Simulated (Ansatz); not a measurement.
**Equation of state of ZnO from a dense series**

```yaml
crystal:
  lattice:
    - [3.24940, 0.00000, 0.00000]
    - [-1.62470, 2.81406, 0.00000]
    - [0.00000, 0.00000, 5.20380]
  atoms:
    - { symbol: Zn, position: [0.33333, 0.66667, 0.00000] }
    - { symbol: Zn, position: [0.66667, 0.33333, 0.50000] }
    - { symbol: O, position: [0.33333, 0.66667, 0.38210] }
    - { symbol: O, position: [0.66667, 0.33333, 0.88210] }
```

Atoms are numbered in the order listed.

Conventional cell: a = 3.249 Å, b = 3.249 Å, c = 5.204 Å, α = 90.00°, β = 90.00°, γ = 120.00°. Around Zn (atom 1) lie 4 O at 1.97 to 1.99 Å. O (atom 3) has 4 Zn at 1.97 to 1.99 Å as nearest neighbours.

The cell is a measured one (Crystallography Open Database entry 9004178); the temperature and pressure of the measurement aren't taken into account, and nothing was relaxed.

Computed with DFT, PBE, all-electron LAPW, scalar-relativistic in Ansatz 0.2.0.

Numerical set-up: a Γ-centred 11×11×6 k mesh, Fermi–Dirac smearing of 0.02 eV, basis error target 0.5 meV/atom, no spin polarisation.

The cell is scaled evenly. Fractional coordinates are held (clamped ions).

| V (Å³/atom) | P (GPa) |
| --- | --- |
| 11.182 | 15.46 |
| 11.420 | 11.54 |
| 11.658 | 8.02 |
| 11.777 | 6.39 |
| 11.896 | 4.85 |
| 12.015 | 3.38 |
| 12.134 | 2.00 |
| 12.372 | -0.57 |

(1) Fit a third-order Birch–Murnaghan curve to the pressures.

(2) Predict the pressure at the withheld volume, 12.610 Å³/atom.

Answers

(1) P = (3B0/2)(y^(7/2) − y^(5/2))[1 + (3/4)(B0′ − 4)(y − 1)] with y = (V0/V)^(2/3) fits within 0.01 GPa for V0 = 12.317 Å³/atom, B0 = 129.2 GPa and B0′ = 4.41.

(2) There y = 0.9845, so the fit gives -2.88 GPa; the run gave -2.88 GPa.
